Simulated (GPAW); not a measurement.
Cu:

```
Cu
1.0
     0.00000    1.80750    1.80750
     1.80750    0.00000    1.80750
     1.80750    1.80750    0.00000
Cu
1
Direct
  0.00000 0.00000 0.00000
```

Base run:

| Item | Value |
| --- | --- |
| Program | GPAW 26.7.0 |
| Functional | TPSS |
| Potentials or basis | GPAW PAW data sets (gpaw-data 1.2.1) |
| Cutoff | 600 eV |
| Basis | pw |
| k mesh | 13 × 13 × 13 |
| Occupations | fermi-dirac, width 0.05 eV |
| Spin | no spin polarisation |

Its results: pressure -4.0 GPa.

**Question.** The run is repeated on the same cell with these changes: functional from TPSS to revPBE; potentials or basis from GPAW PAW data sets (gpaw-data 1.2.1) to the program's PAW data sets (release 1.2.1) made for this functional. What comes out?

**Answer.** Pressure 6.9 GPa.

Caveats: with this Cu data set, volumes or pressures lay over 1.5 % or 2 GPa off other programs in two to four cells of ten; the PAW data sets were made with another functional, which shifts forces and pressure a little (some runs).
